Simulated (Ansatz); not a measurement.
**Pb: eigenvalues along the path**

```
CELL_PARAMETERS angstrom
-1.99794 1.99794 1.99794
1.99794 -1.99794 1.99794
1.99794 1.99794 -1.99794
ATOMIC_POSITIONS crystal
Pb 0.00000 0.00000 0.00000
```

The cell was built from the bcc type and relaxed in the same program, and has space group Im-3m; it needn't be a known or the stable phase.

Spin–orbit coupling is left out, though it moves levels of the heavy atoms by tenths of an eV or more.

Level of theory: DFT, LDA, all-electron LAPW, scalar-relativistic in Ansatz 0.2.0.

Settings: a Γ-centred 13×13×13 k mesh, Fermi–Dirac smearing of 0.05 eV, basis error target 0.25 meV/atom, no spin polarisation.

Path points, in fractions of the reciprocal vectors: Γ (0.000, 0.000, 0.000), H (0.500, -0.500, 0.500), N (0.000, 0.000, 0.500), P (0.250, 0.250, 0.250). Levels in eV from the Fermi level; bands 12 to 20, counted from the lowest band of the run. The gap is zero.

```
# k(1/Å) point b12 b13 b14 b15 b16 b17 b18 b19 b20
0.000 Γ -17.00 -17.00 -17.00 -16.78 -16.78 -11.47 7.10 7.10 7.10
0.314 - -16.98 -16.98 -16.97 -16.81 -16.78 -11.08 4.77 5.88 5.88
0.629 - -16.91 -16.91 -16.89 -16.87 -16.80 -9.95 1.98 3.55 3.55
0.943 - -16.95 -16.88 -16.82 -16.82 -16.79 -8.21 0.13 1.49 1.49
1.258 - -17.01 -16.99 -16.73 -16.73 -16.72 -6.34 -0.55 0.13 0.13
1.572 H -17.04 -17.04 -16.69 -16.69 -16.69 -5.48 -0.35 -0.35 -0.35
1.795 - -17.02 -17.01 -16.73 -16.71 -16.68 -5.88 -0.93 -0.11 0.21
2.017 - -16.98 -16.96 -16.82 -16.76 -16.68 -6.65 -2.00 0.57 1.40
2.240 - -16.96 -16.94 -16.88 -16.80 -16.67 -7.35 -2.96 1.58 2.70
2.462 - -17.03 -16.97 -16.82 -16.81 -16.66 -7.79 -3.59 2.68 4.05
2.684 N -17.07 -16.99 -16.80 -16.79 -16.65 -7.94 -3.81 3.24 4.96
2.907 - -17.06 -16.98 -16.80 -16.79 -16.69 -8.63 -2.72 3.50 5.13
3.129 - -17.04 -16.97 -16.81 -16.79 -16.78 -9.77 -0.41 4.23 5.60
3.351 - -17.02 -16.97 -16.88 -16.81 -16.79 -10.70 2.39 5.33 6.27
3.574 - -17.00 -16.99 -16.96 -16.79 -16.78 -11.27 5.31 6.50 6.87
3.796 Γ -17.00 -17.00 -17.00 -16.78 -16.78 -11.47 7.10 7.10 7.10
4.069 - -17.00 -17.00 -16.94 -16.79 -16.79 -11.18 4.69 6.40 6.40
4.341 - -17.00 -17.00 -16.83 -16.80 -16.80 -10.32 1.47 4.40 4.40
4.613 - -17.00 -17.00 -16.80 -16.80 -16.76 -9.01 -1.01 2.23 2.23
4.886 - -16.96 -16.96 -16.79 -16.79 -16.79 -7.72 -2.08 0.40 0.40
5.158 P -16.90 -16.90 -16.90 -16.79 -16.79 -7.31 -0.95 -0.95 -0.95
5.430 - -17.01 -16.85 -16.85 -16.78 -16.78 -7.39 -1.74 -1.74 1.80
5.703 - -17.01 -16.88 -16.88 -16.75 -16.75 -7.29 -1.92 -1.92 4.72
5.975 - -16.94 -16.94 -16.90 -16.72 -16.72 -6.81 -1.54 -1.54 3.57
6.247 - -17.01 -17.01 -16.75 -16.69 -16.69 -6.01 -0.81 -0.81 0.89
6.520 H -17.04 -17.04 -16.69 -16.69 -16.69 -5.48 -0.35 -0.35 -0.35
7.881 P -16.90 -16.90 -16.90 -16.79 -16.79 -7.31 -0.95 -0.95 -0.95
8.039 - -16.96 -16.91 -16.83 -16.79 -16.79 -7.38 -1.94 -0.67 0.21
8.196 - -17.01 -16.93 -16.79 -16.79 -16.77 -7.56 -2.74 0.12 1.51
8.353 - -17.04 -16.96 -16.79 -16.79 -16.71 -7.75 -3.33 1.26 2.90
8.510 - -17.06 -16.98 -16.80 -16.79 -16.67 -7.89 -3.69 2.53 4.25
8.668 N -17.07 -16.99 -16.80 -16.79 -16.65 -7.94 -3.81 3.24 4.96
```
